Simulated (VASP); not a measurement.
**VASP 6.6.1 run: TePb**

INCAR

```
ISMEAR = -1
SIGMA = 0.02
IBRION = -1
LWAVE = .FALSE.
LASPH = .TRUE.
ISIF = 2
EDIFF = 1E-7
NSW = 0
PREC = Accurate
GGA = PE
NELM = 61
ENCUT = 520
LREAL = .FALSE.
NBANDS = 17
LCHARG = .FALSE.
ISYM = 1
```

KPOINTS

```
KPOINTS created by Atomic Simulation Environment
0
Gamma
8 8 8
0 0 0
```

POSCAR

```
Pb Te
 1.0000000000000000
     0.0000000000000000    3.3005152173000001    3.2638759271000000
     3.3005152173000001    0.0000000000000000    3.2638759271000000
     3.3005152173000001    3.3005152173000001    0.0000000000000000
 Pb  Te
   1   1
Cartesian
  0.0000000000000000  0.0000000000000000  0.0000000000000000
  3.3005152172999996  3.3005152172999996  3.2638759271000000
```

The recommended PBE PAW datasets give the neutral cell 20 valence electrons.

Command

```
mpirun -np 1 vasp_std
```

Predict the outcome of this run.

It converged. Results: gap between bands v and c on the k mesh 0.83 eV; least direct gap on the k mesh 0.83 eV; pressure -0.1 GPa. Band v is the last that the valence electrons fill when counted band by band, and c is the next.

OSZICAR

```
N       E                     dE             d eps       ncg     rms          rms(c)
DAV:   1     0.152499655790E+03    0.15250E+03   -0.91679E+03  2006   0.113E+03
DAV:   2     0.362632232952E+01   -0.14887E+03   -0.14416E+03  2072   0.290E+02
DAV:   3    -0.735986647178E+01   -0.10986E+02   -0.10898E+02  2655   0.855E+01
DAV:   4    -0.765583004612E+01   -0.29596E+00   -0.29575E+00  2528   0.158E+01
DAV:   5    -0.766752159058E+01   -0.11692E-01   -0.11691E-01  2950   0.291E+00    0.298E+00
DAV:   6    -0.752257041919E+01    0.14495E+00   -0.32910E-01  2899   0.376E+00    0.180E+00
DAV:   7    -0.751887023336E+01    0.37002E-02   -0.91064E-02  2497   0.140E+00    0.901E-01
DAV:   8    -0.752133390756E+01   -0.24637E-02   -0.11385E-02  2408   0.107E+00    0.171E-01
DAV:   9    -0.752101440310E+01    0.31950E-03   -0.19059E-03  2973   0.440E-01    0.671E-02
DAV:  10    -0.752107107263E+01   -0.56670E-04   -0.18026E-04  2400   0.913E-02    0.214E-02
DAV:  11    -0.752107610523E+01   -0.50326E-05   -0.33741E-05  2803   0.454E-02    0.968E-03
DAV:  12    -0.752107637291E+01   -0.26768E-06   -0.19870E-06  2582   0.127E-02    0.842E-03
DAV:  13    -0.752107598374E+01    0.38917E-06   -0.61506E-07  2424   0.573E-03    0.247E-03
DAV:  14    -0.752107599048E+01   -0.67441E-08   -0.25124E-07  2015   0.354E-03
   1 F= -.75210760E+01 E0= -.75210760E+01  d E =-.139073E-10
```

For comparison, a separate PBE run of the intended cell, on usual settings and not on those above, gives a gap of 0.83 eV on its mesh and a pressure of -0.1 GPa.
